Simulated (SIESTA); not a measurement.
Sb:

```
CELL_PARAMETERS angstrom
-1.87134 1.87134 1.87134
1.87134 -1.87134 1.87134
1.87134 1.87134 -1.87134
ATOMIC_POSITIONS crystal
Sb 0.00000 0.00000 0.00000
```

This isn't the form of Sb at room conditions, which is rhombohedral.

* Program: SIESTA 5.4.2
* Task: relaxation of cell and atoms
* Functional: PBE
* Potentials or basis: PseudoDojo 0.4 standard (PBE files)
* Basis: SZ (energy shift 0.003 Ry)
* Grid cutoff: 500 Ry
* Energy shift: 0.003 Ry
* k mesh: 10 × 10 × 10
* Occupations: fermi-dirac, width 0.05 eV
* Spin: no spin polarisation

At the start: pressure 15.7 GPa; volume 26.21 Å³/atom.

Question: Where does the relaxation end?

Answer: Over 6 steps the energy falls by 230.4 meV/atom and the volume is 31.75 Å³/atom (+21.1 %); space group Im-3m (No. 229, to 0.05 Å).

The path:
```
step  energy change (eV)  largest force (eV/Å)  pressure (GPa)  volume (Å³)
   1              0.0000                0.0000           15.68        26.21
   2             -0.0770                0.0000           11.93        27.13
   3             -0.1661                0.0000            6.95        28.65
   4             -0.2178                0.0000            2.71        30.35
   5             -0.2298                0.0000           -0.66        32.11
   6             -0.2304                0.0000           -0.05        31.75
```

Final structure:
```yaml
crystal:
  lattice:
    - [-1.99495, 1.99469, 1.99469]
    - [1.99469, -1.99495, 1.99469]
    - [1.99469, 1.99469, -1.99495]
  atoms:
    - { symbol: Sb, position: [0.00000, 0.00000, 0.00000] }
```

Caveat: the basis has no polarisation orbitals; the volume moved by over 15 % at a fixed basis, so the end points are rough; the basis of atomic orbitals isn't converged, which shifts pressures, moduli and gaps.
